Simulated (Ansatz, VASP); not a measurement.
**C in VASP and in Ansatz**

```xyz
2
Lattice="2.4647 0.0000 0.0000 -1.2324 2.1345 0.0000 0.0000 0.0000 3.5745" Properties=species:S:1:pos:R:3 pbc="T T T"
C     0.0000    1.4230    0.0000
C     1.2324    0.7115    0.0000
```

This is a stacking variant of graphite.

Alike in both runs: functional PBE; dispersion D3(BJ); k mesh 21 × 21 × 6; occupations gaussian, width 0.1 eV; no spin polarisation.

Ansatz relaxed the structure, and its values are those at the end. VASP's run is a single point on that final structure, the one shown.

```csv
,VASP,Ansatz
version,VASP 6.6.1,Ansatz 0.2.0
potentials or method,"VASP PAW PBE potentials, release 64 (C)","scalar-relativistic, plane waves, PAW"
plane-wave cutoff (eV),520,420
valence electrons in the cell,8,8
```

```csv
,VASP,Ansatz,Ansatz less VASP
gap on the k mesh at the Fermi level (eV),none,none,-
pressure (GPa),0.4,0.0,-0.43
```

A gap of «none» marks a metal or a gap that the smearing closes. The functional is the same, so the differences come from potentials, cutoffs and numerics.
